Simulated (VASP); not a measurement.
# Bi₂Se₃, energy difference of two geometries: which settings are enough?

Bi₂Se₃, R-3m (no. 166), 5 atoms in the cell. PBE, energy difference of two geometries; PAW potentials Bi_d, Se (PBE set). VASP 6.6.1.

Wanted: energy difference within 2.5 meV/atom.

What the run is for: energy difference; Accuracy asked: screening; Second geometry: volume scaled by 1.04.

The series start from Plane-wave cutoff (eV): 320; k-point mesh: 6 × 6 × 6; Precision mode (PREC): Accurate; Electronic threshold (eV): 1e-6; Aspherical gradient terms in the spheres (LASPH): yes; Electronic algorithm: ALGO=Normal. Each series keeps the choices made before it, and each single choice may use up half of a tolerance. Times cover all steps of a run.

## Plane-wave cutoff (eV)

| Plane-wave cutoff (eV) | Energy difference (meV/atom) | Time (s) |
|---|---|---|
| 200 | -7.0 | 78 |
| 240 | -9.4 | 92 |
| 280 | -9.3 | 142 |
| 320 | -9.3 | 136 |
| 370 | -9.3 | 224 |
| 430 | -9.3 | 267 |
| 510 | -9.3 | 407 |
| 640 (reference) | -9.3 | 608 |

## k-point mesh

| k-point mesh | Energy difference (meV/atom) | Time (s) |
|---|---|---|
| 2 × 2 × 2 | -23.2 | 14 |
| 3 × 3 × 3 | -8.7 | 32 |
| 4 × 4 × 4 | -9.0 | 80 |
| 5 × 5 × 5 | -9.1 | 96 |
| 6 × 6 × 6 | -9.4 | 92 |
| 8 × 8 × 8 | -9.7 | 179 |
| 10 × 10 × 10 | -9.6 | 319 |
| 12 × 12 × 12 (reference) | -9.6 | 438 |

## Precision mode (PREC)

| Precision mode (PREC) | Energy difference (meV/atom) | Time (s) |
|---|---|---|
| SingleN | -10.6 | 20 |
| Normal | -8.8 | 29 |
| Single | -9.1 | 31 |
| Accurate (reference) | -8.7 | 32 |

## Electronic threshold (eV)

| Electronic threshold (eV) | Energy difference (meV/atom) | Time (s) |
|---|---|---|
| 0.001 | -8.8 | 22 |
| 0.0001 | -8.8 | 23 |
| 1e-5 | -8.8 | 23 |
| 1e-6 | -8.8 | 29 |
| 1e-7 | -8.8 | 27 |
| 1e-8 (reference) | -8.8 | 29 |

## Aspherical gradient terms in the spheres (LASPH)

| Aspherical gradient terms in the spheres (LASPH) | Energy difference (meV/atom) | Time (s) |
|---|---|---|
| no | -8.8 | 18 |
| yes (reference) | -8.8 | 22 |

## Electronic algorithm

| Electronic algorithm | Energy difference (meV/atom) | Time (s) |
|---|---|---|
| ALGO=Normal | -8.8 | 18 |
| ALGO=Fast | -8.8 | 20 |
| ALGO=VeryFast | -8.8 | 22 |
| ALGO=All ISEARCH=1 | -8.8 | 22 |
| ALGO=All ISEARCH=0 | -8.8 | 22 |
| ALGO=Damped TIME=0.4 | -8.8 | 21 |
| ALGO=Damped TIME=0.1 | -8.9 | 29 |

## Question

The rows run from the loosest to the tightest (no order: electronic algorithm). For each series: choose the loosest value from which every tighter one stays within half of the tolerance; where there is no order, keep the first row unless others stay within half of the tolerance and take at least 30 % less time, and then take the fastest.

## Answer

- Plane-wave cutoff (eV): 240
- k-point mesh: 3 × 3 × 3
- Precision mode (PREC): Normal
- Electronic threshold (eV): 0.001
- Aspherical gradient terms in the spheres (LASPH): no
- Electronic algorithm: ALGO=Normal

## All choices together

| Input | Energy difference (meV/atom) | Time (s) |
|---|---|---|
| the program's defaults (naive) | -9.1 | 23 |
| chosen settings | -8.8 | 18 |
| reference settings throughout | -9.5 | 4030 |

The tolerance is met.

## The input

INCAR:
```
  ALGO = Normal
  EDIFF = 0.001
  EFERMI = MIDGAP
  ENCUT = 240
  GGA = PE
  GGA_COMPAT = F
  ISIF = 2
  ISMEAR = 0
  KPAR = 4
  LASPH = F
  LCHARG = F
  LREAL = F
  LWAVE = F
  NELM = 120
  PREC = Normal
  SIGMA = 0.03
```

KPOINTS:
```
Automatic mesh
0
Gamma
  3 3 3
  0 0 0
```

POSCAR.step1:
```
Bi2Se3
1.0
    2.0715000000      1.1959810826      9.5453333333
   -2.0715000000      1.1959810826      9.5453333333
    0.0000000000     -2.3919621653      9.5453333333
Bi Se
2 3
Direct
    0.5992000000      0.5992000000      0.5992000000
    0.4008000000      0.4008000000      0.4008000000
    0.7883000000      0.7883000000      0.7883000000
    0.2117000000      0.2117000000      0.2117000000
    0.0000000000      0.0000000000      0.0000000000
```

POSCAR.step2:
```
Bi2Se3
1.0
    2.0987597050      1.2117194806      9.6709442292
   -2.0987597050      1.2117194806      9.6709442292
    0.0000000000     -2.4234389614      9.6709442292
Bi Se
2 3
Direct
    0.5992000000      0.5992000000      0.5992000000
    0.4008000000      0.4008000000      0.4008000000
    0.7883000000      0.7883000000      0.7883000000
    0.2117000000      0.2117000000      0.2117000000
    0.0000000000      0.0000000000      0.0000000000
```

Commands (each step's output is kept before the next begins):
```
cat potpaw_PBE.64/Bi_d/POTCAR potpaw_PBE.64/Se/POTCAR > POTCAR
cp POSCAR.step1 POSCAR
mpirun -np 4 vasp_std > vasp.out
cp POSCAR.step2 POSCAR
mpirun -np 4 vasp_std > vasp.out
```

The naive input happens to agree within the tolerance here, in 23 s.

The chosen input took VASP 6.6.1 18 s on 4 cores (Intel Xeon Platinum 8488C (Sapphire Rapids)), a shared host.

## An input that fails: k-point groups that do not divide the ranks

VASP's message: M_divide: can not subdivide            4 nodes by           3.

Changes against the starting input:
```
- NELM = 120
- KPAR = 4
+ NELM = 75
+ KPAR = 3
```
